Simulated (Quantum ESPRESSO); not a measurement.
PtS2: phonon spectrum and thermodynamics under several settings

```xyz
3
Lattice="3.5432 0.0000 0.0000 -1.7716 3.0685 0.0000 0.0000 0.0000 5.0388" Properties=species:S:1:pos:R:3 pbc="T T T"
Pt    0.0000    0.0000    0.0000
S     1.7716    1.0228    3.8950
S     0.0000    2.0457    1.1438
```

All runs used Quantum ESPRESSO 7.5; k mesh 4 × 4 × 2, shifted; relaxed cell; no spin polarisation; cutoff 612 eV; occupations smeared at first, fixed for the response; q mesh 2 × 2 × 2.

```csv
level,potentials,volume (Å³/atom),pressure (GPa),highest frequency (cm⁻¹),zero-point energy (meV/atom),entropy at room temperature (k_B/atom)
LDA,GBRV 1.5 LDA,?,-0.1,?,?,?
PBE,GBRV 1.5 PBE,20.32,0.1,344,45.1,3.09
PBEsol,GBRV 1.5 PBEsol,17.36,-0.1,363,47.3,2.96
```

Task: What stands in the row left open?

Result: Volume 16.72 Å³/atom; highest frequency 374 cm⁻¹; zero-point energy 48.3 meV/atom; entropy at room temperature 2.89 k_B/atom.

Caveats: all runs use coarse meshes; the layers were relaxed without a dispersion term, so their spacing and the soft interlayer modes are unreliable; this functional lacks dispersion, which binds the layers, so the pressure and a relaxed spacing across them are unreliable (some runs).

For the row left open. Caveat: the k mesh is coarse (spacing up to 0.62 Å⁻¹), so the values aren't converged; the layers were relaxed without a dispersion term, so their spacing and the soft interlayer modes are unreliable; the q mesh is small, so phonon branches between its points and thermal values are rough.
